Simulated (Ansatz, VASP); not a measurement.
# One calculation of CuO, two programs

INCAR

```
PREC = Accurate ; ENCUT = 520
EDIFF = 1E-6 ; ISMEAR = -1
SIGMA = 0.05 ; LREAL = F
LASPH = T ; NELM = 150
ALGO = Normal ; ISIF = 2
LWAVE = F ; LCHARG = F
LMAXMIX = 4 ; LDAU = T
LDAUTYPE = 2 ; LDAUL = 2 -1
LDAUU = 5.3 0 ; LDAUJ = 0 0
LDAUPRINT = 1 ; NBANDS = 16
```

KPOINTS

```
Automatic mesh
0
Gamma
  11 11 11
```

POSCAR

```
CuO
1.0
    0.0000000000      2.1165600000      2.1165600000
    2.1165600000      0.0000000000      2.1165600000
    2.1165600000      2.1165600000      0.0000000000
Cu O
1 1
Direct
    0.0294977200      0.0281008700      0.9080259900
    0.4705022800      0.4718991300      0.5919740100
```

Contents of input.yaml:

```yaml
crystal:
  lattice:
    - [0.0, 2.11656, 2.11656]
    - [2.11656, 0.0, 2.11656]
    - [2.11656, 2.11656, 0.0]
  atoms:
    - { symbol: Cu, position: [0.02949772, 0.02810087, 0.90802599] }
    - { symbol: O, position: [0.47050228, 0.47189913, 0.59197401] }
hamiltonian:
  xc: lda
  pseudopotentials: { kind: paw }
  hubbard: { sites: [{ species: Cu, l: d, u_eff: 5.3 }] }
kpoints:
  mp_grid: { grid: [11, 11, 11] }
  band_path:
    path:
      - [[0.0, 0.0, 0.0], [0.5, 0.0, 0.5], [0.5, 0.25, 0.75], [0.375, 0.375, 0.75], [0.0, 0.0, 0.0], [0.5, 0.5, 0.5], [0.625, 0.25, 0.625], [0.5, 0.25, 0.75], [0.5, 0.5, 0.5], [0.375, 0.375, 0.75]]
      - [[0.625, 0.25, 0.625], [0.5, 0.0, 0.5]]
    npoints: 14
scf:
  occupations: { method: fermi_dirac, width: 0.05 }
  n_extra_bands: 6
output:
  forces: true
  stress: true
  eigenvalues: true
  fatbands: false
  write_density: true
  write_potential: true
  elf: true
  volumetric_format: npy
```

The cell comes from a database or a generator and needn't be the stable form of this composition.

Alike in both runs: functional LDA; k mesh 11 × 11 × 11; occupations fermi-dirac, width 0.05 eV; no spin polarisation; Hubbard terms Cu d U = 5.3 eV.

|  | VASP | Ansatz |
| --- | --- | --- |
| version | VASP 6.6.1 | Ansatz 0.2.0 |
| potentials or method | VASP PAW LDA potentials, release 64 (Cu, O) | Ansatz PAW |
| plane-wave cutoff (eV) | 520 | 420 |
| valence electrons in the cell | 17 | 25 |
| task | single point | band structure |

```tsv
	VASP	Ansatz	Ansatz less VASP
gap on the k mesh at the Fermi level (eV)	none	none	-
pressure (GPa)	-3.6	4.4	+7.98
largest component of the traceless stress (GPa)	2.16	3.64	+1.484
rms of the force components (eV/Å)	0.365	0.547	+0.1816
```

The programs project onto different local orbitals, so the same U acts differently. Atom by atom the forces differ by 0.182 eV/Å (rms over components). A gap of «none» marks a metal or a gap that the smearing closes. The two sets of potentials don't hold the same shells in valence.

Caveats: an odd number of electrons without spin polarisation forces a metal; a magnetic or distorted state may lie lower; the run has no spin polarisation, though such a crystal can be magnetic; U without spin polarisation on a metal has little footing; the pressure holds a Pulay correction of +1.0 GPa for the finite cutoff (Ansatz); the PAW data sets come from PBE, with cores solved anew for the run's functional, which leaves a small shift of forces and pressure (Ansatz).
